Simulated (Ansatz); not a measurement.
Runs of Ansatz 0.2.0 on Os. Symmetry: P6_3/mmc, No. 194, hexagonal system. Conventional cell: a = 2.734 Å, b = 2.734 Å, c = 4.320 Å, α = 90.00°, β = 90.00°, γ = 120.00°. Around Os (site symmetry -6m2) lie 12 Os at 2.68 to 2.73 Å. 

```csv
task,level,cell,k mesh,cutoff (eV),smearing,gap on the mesh (eV),pressure (GPa),relaxed volume (Å³/atom)
band structure,BLYP,as given,11 × 11 × 6,295,fermi-dirac 0.05 eV,-,25.8,-
relaxation of cell and atoms,revPBE+D4,relaxed,11 × 11 × 6,-,fermi-dirac 0.05 eV,-,0.0,13.99
relaxation of cell and atoms,BLYP,relaxed,11 × 11 × 6,-,fermi-dirac 0.05 eV,-,0.0,14.91
band structure,PBEsol,as given,11 × 11 × 6,295,fermi-dirac 0.05 eV,-,(a),-
single point,RPBE,as given,11 × 11 × 6,295,gaussian 0.1 eV,none,12.9,-
relaxation of cell and atoms,BLYP+D4,relaxed,11 × 11 × 6,-,fermi-dirac 0.05 eV,-,0.0,(b)
phonons,LDA,as given,8 × 8 × 5,319,fermi-dirac 0.05 eV,none,-,-
```

Alike in all rows: potentials or basis all-electron LAPW, scalar-relativistic; no spin polarisation; basis error allowed 0.001 eV/atom.

Question: Estimate the missing entries.

Answer: (a) -2.7; (b) 14.35.

Caveats: spin-orbit coupling is left out, which moves the levels of the heavy elements (some runs); so large a pressure means that the cell lies far from this level's equilibrium, or that cutoff or potentials fall short (some runs); the k mesh is thin for a metal, which can move the energy by tens of meV per atom (some runs); a metal's response needs a denser mesh (some runs).

A k mesh can miss the band edges, and the runs leave out spin-orbit coupling on Os.

A gap of «none» marks a metal or a gap under the smearing width.

The runs don't all hold the same shells in valence.

Runs at the PBE level aren't shown here.
